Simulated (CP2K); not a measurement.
An input for CP2K 2026.2 (Ca):

Contents of ca_scf.inp:

```
&GLOBAL
  PROJECT ca_scf
  RUN_TYPE ENERGY_FORCE
  PRINT_LEVEL LOW
&END GLOBAL
&FORCE_EVAL
  METHOD QS
  STRESS_TENSOR ANALYTICAL
  &DFT
    BASIS_SET_FILE_NAME BASIS_MOLOPT
    POTENTIAL_FILE_NAME GTH_POTENTIALS
    &MGRID
      CUTOFF 550
      REL_CUTOFF 60
      NGRIDS 5
    &END MGRID
    &QS
      METHOD GPW
      EPS_DEFAULT 1.0E-9
    &END QS
    &KPOINTS
      SCHEME MONKHORST-PACK 9 9 9
      GAMMA_CENTERED T
      SYMMETRY T
      SYMMETRY_BACKEND SPGLIB
    &END KPOINTS
    &SCF
      SCF_GUESS ATOMIC
      EPS_SCF 1.0E-6
      MAX_SCF 100
      CHOLESKY OFF
      EPS_EIGVAL 1.0E-7
      &DIAGONALIZATION ON
        ALGORITHM STANDARD
      &END DIAGONALIZATION
      &MIXING ON
        METHOD BROYDEN_MIXING
        ALPHA 0.4
        BETA 1.5
        NBUFFER 8
      &END MIXING
      &SMEAR ON
        METHOD FERMI_DIRAC
        ELECTRONIC_TEMPERATURE [K] 580.226
      &END SMEAR
    &END SCF
    &XC
      &XC_FUNCTIONAL
        &GGA_X_PBE
        &END GGA_X_PBE
        &GGA_C_PBE
        &END GGA_C_PBE
      &END XC_FUNCTIONAL
    &END XC
    &PRINT
      &KPOINTS ON
      &END KPOINTS
      &MULLIKEN ON
      &END MULLIKEN
      &MO ON
        ENERGIES T
        OCCUPATION_NUMBERS T
        &EACH
          QS_SCF 0
        &END EACH
        ADD_LAST NUMERIC
      &END MO
    &END PRINT
  &END DFT
  &SUBSYS
    &CELL
      A 3.8142859872 0.0000000000 0.0000000000
      B -1.2854141224 3.5911680727 0.0000000000
      C -1.2644359324 -1.7955840363 3.1186306825
      PERIODIC XYZ
    &END CELL
    &COORD
      SCALED
      Ca  0.5000000000 0.5000000000 0.0000000000
    &END COORD
    &KIND Ca
      BASIS_SET SZV-MOLOPT-SR-GTH-q10
      POTENTIAL GTH-PBE-q10
    &END KIND
    &PRINT
      &ATOMIC_COORDINATES ON
      &END ATOMIC_COORDINATES
      &CELL ON
      &END CELL
    &END PRINT
  &END SUBSYS
  &PRINT
    &FORCES ON
    &END FORCES
    &STRESS_TENSOR ON
    &END STRESS_TENSOR
  &END PRINT
&END FORCE_EVAL
```

Potentials or basis: GTH_POTENTIALS Ca GTH-PBE-q10; SZV-MOLOPT-SR-GTH basis.

Run with:

```console
$ OMP_NUM_THREADS=1 cp2k.psmp -i ca_scf.inp -o ca_scf.out
```

Does this run start?

The run stopped without a result. It printed:

ca_scf.out:

```text

 CP2K| version string:                                       CP2K version 2026.2
 CP2K| Input file name                                                ca_scf.inp

 GLOBAL| Force Environment number                                              1
 GLOBAL| Basis set file name                                        BASIS_MOLOPT
 GLOBAL| Potential file name                                      GTH_POTENTIALS
 GLOBAL| MM Potential file name                                     MM_POTENTIAL
 GLOBAL| Coordinate file name                                      __STD_INPUT__
 GLOBAL| Method name                                                        CP2K
[... 41 lines left out ...]
 *******************************************************************************
 *   ___                                                                       *
 *  /   \                                                                      *
 * [ABORT]                                                                     *
 *  \___/             Extra MOs (ADDED_MOS) are required for smearing          *
 *    |                                                                        *
 *  O/|                                                                        *
 * /| |                                                                        *
 * / \                                                   qs_environment.F:2248 *
 *******************************************************************************

 ===== Routine Calling Stack =====

            2 qs_init_subsys
            1 CP2K
```
